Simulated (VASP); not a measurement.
# SnO2 in VASP 6.6.1, single-point calculation

INCAR

```
ISMEAR = 0
ENCUT = 520
LREAL = .FALSE.
GGA = PE
NSW = 0
LWAVE = .FALSE.
NBANDS = 20
LCHARG = .FALSE.
SIGMA = 0.3
EDIFF = 1E-7
PREC = Accurate
IBRION = -1
ISIF = 2
LASPH = .TRUE.
NELM = 120
```

KPOINTS

```
KPOINTS created by Atomic Simulation Environment
0
Gamma
8 8 8
0 0 0
```

POSCAR

```
Sn O
 1.0000000000000000
     0.0000000000000000    2.5423341048000001    2.5334669704000001
     2.5423341048000001    0.0000000000000000    2.5334669704000001
     2.5423341048000001    2.5423341048000001    0.0000000000000000
 Sn  O
   1   2
Cartesian
  0.0000000000000000  0.0000000000000000  0.0000000000000000
  1.2711670523999998  1.2711670523999998  1.2667334851999998
  3.8135011571999997  3.8135011571999997  3.8002004555999997
```

The recommended PBE PAW datasets give the neutral cell 26 valence electrons.

Command

```
mpirun -np 1 vasp_std
```

OSZICAR

```
N       E                     dE             d eps       ncg     rms          rms(c)
DAV:   1     0.236790483279E+03    0.23679E+03   -0.13561E+04  2584   0.202E+03
DAV:   2     0.407568878378E+01   -0.23271E+03   -0.21930E+03  2512   0.496E+02
DAV:   3    -0.204082922211E+02   -0.24484E+02   -0.24208E+02  2684   0.134E+02
DAV:   4    -0.210589724934E+02   -0.65068E+00   -0.65012E+00  2652   0.226E+01
DAV:   5    -0.210734501035E+02   -0.14478E-01   -0.14477E-01  2984   0.352E+00    0.110E+01
DAV:   6    -0.178705869402E+02    0.32029E+01   -0.11062E+01  3560   0.569E+01    0.390E+00
DAV:   7    -0.178955199001E+02   -0.24933E-01   -0.67446E-01  2584   0.590E+00    0.195E+00
DAV:   8    -0.178824129677E+02    0.13107E-01   -0.65947E-02  2644   0.256E+00    0.365E-01
DAV:   9    -0.178804625409E+02    0.19504E-02   -0.11211E-02  3484   0.163E+00    0.832E-02
DAV:  10    -0.178809857359E+02   -0.52320E-03   -0.13473E-03  2608   0.392E-01    0.202E-02
DAV:  11    -0.178809885293E+02   -0.27934E-05   -0.53437E-05  3236   0.116E-01    0.141E-02
DAV:  12    -0.178809897317E+02   -0.12024E-05   -0.69800E-06  2604   0.220E-02    0.503E-03
DAV:  13    -0.178809896121E+02    0.11956E-06   -0.15513E-06  2840   0.119E-02    0.126E-03
DAV:  14    -0.178809896768E+02   -0.64714E-07   -0.76009E-08  2248   0.374E-03
   1 F= -.17880990E+02 E0= -.17880014E+02  d E =-.195098E-02
```

From OUTCAR

```
k-points           NKPTS =     59   k-points in BZ     NKDIM =     59   number of bands    NBANDS=     20

   NELECT =      26.0000    total number of electrons

   dimension x,y,z NGX =    28 NGY =   28 NGZ =   28
   dimension x,y,z NGXF=    56 NGYF=   56 NGZF=   56

  energy-cutoff  :      520.00
  volume of cell :       32.75
      direct lattice vectors                 reciprocal lattice vectors
     0.000000000  2.542334105  2.533466970    -0.196669666  0.196669666  0.197358010
     2.542334105  0.000000000  2.533466970     0.196669666 -0.196669666  0.197358010
     2.542334105  2.542334105  0.000000000     0.196669666  0.196669666 -0.197358010

 k-points in reciprocal lattice and weights: KPOINTS created by Atomic Simulation Env
   0.00000000  0.00000000  0.00000000       0.002
   0.12500000 -0.00000000  0.00000000       0.016
   0.25000000 -0.00000000  0.00000000       0.016
   0.37500000 -0.00000000  0.00000000       0.016
   0.50000000 -0.00000000  0.00000000       0.008
   0.12500000  0.12500000  0.00000000       0.004
   0.25000000  0.12500000  0.00000000       0.016
   0.37500000  0.12500000  0.00000000       0.016
   ...

 E-fermi :   8.3168

 k-point     1 :       0.0000    0.0000    0.0000
  band No.  band energies     occupation
      1     -12.6275      2.00000
      2     -12.6275      2.00000
      3     -12.6237      2.00000
      4     -12.4744      2.00000
      5     -12.4727      2.00000
      6     -11.7349      2.00000
      7      -7.8338      2.00000
      8       5.0108      2.00000
      9       5.0274      2.00000
     10       5.0274      2.00000
     11       6.5281      2.00000
     12       6.5281      2.00000
     13       6.5885      2.00000
     14       8.1450      1.58200
     15      15.0298      0.00000
     16      15.0512      0.00000
     17      15.0512      0.00000
     18      21.4102      0.00000
     19      23.1821      0.00000
     20      23.2761      0.00000

 k-point     2 :       0.1250   -0.0000    0.0000
  band No.  band energies     occupation
      1     -12.6923      2.00000
      2     -12.6152      2.00000
      3     -12.6127      2.00000
      4     -12.4748      2.00000
      5     -12.4730      2.00000
      6     -11.5692      2.00000
      7      -7.8239      2.00000
      8       4.4537      2.00000
      9       4.9365      2.00000
     10       4.9431      2.00000
     11       5.6386      2.00000
     12       6.4213      2.00000
     13       6.4587      2.00000
     14       9.4864      0.00000
     15      14.9123      0.00000
     16      15.4266      0.00000
     17      15.4410      0.00000
     18      22.4672      0.00000
     19      23.2291      0.00000
     20      23.3181      0.00000

 k-point     3 :       0.2500   -0.0000    0.0000
  band No.  band energies     occupation
      1     -12.8693      2.00000
      2     -12.5923      2.00000
      3     -12.5900      2.00000
      4     -12.4688      2.00000
      5     -12.4667      2.00000
      6     -11.0498      2.00000
      7      -7.9244      2.00000
      8       3.2147      2.00000
      9       4.7562      2.00000
     10       4.7604      2.00000
     11       4.8537      2.00000
     12       6.1659      2.00000
     13       6.1936      2.00000
     14      11.2007      0.00000
     15      15.0344      0.00000
     16      16.4535      0.00000
     17      16.4676      0.00000
     18      23.3395      0.00000
     19      23.4123      0.00000
     20      24.1468      0.00000

 ...

  Total        1.6372655      1.6372655      1.9560418      0.0000000      0.0000000      0.0000000
  in kB       80.0975435     80.0975435     95.6925694      0.0000000      0.0000000      0.0000000
  external PRESSURE =      85.2958855 kB  Pullay stress =       0.0000000 kB

 POSITION                                       TOTAL-FORCE (eV/Angst)
 -----------------------------------------------------------------------------------
      0.00000      0.00000      0.00000         0.000000     -0.000000      0.000000
      1.27117      1.27117      1.26673         0.000000      0.000000      0.000000
      3.81350      3.81350      3.80020        -0.000000     -0.000000     -0.000000
 -----------------------------------------------------------------------------------
    total drift:                               -0.000000     -0.000000      0.000000

  FREE ENERGIE OF THE ION-ELECTRON SYSTEM (eV)
  ---------------------------------------------------
  free  energy   TOTEN  =       -17.8809896768 eV

  energy  without entropy=      -17.8790386947  energy(sigma->0) =      -17.88001419
```

It converged. Results: gap between bands v and c on the k mesh 0.20 eV; least direct gap on the k mesh 1.56 eV; pressure 8.5 GPa. Band v is the last that the valence electrons fill when counted band by band, and c is the next.

For comparison, a separate PBE run of the intended cell, on usual settings and not on those above, gives a gap of 0.20 eV on its mesh and a pressure of 8.4 GPa.

The run above took about 17 s on one core of a shared host (Intel Xeon 6975P-C) and held 0.18 GiB at most.
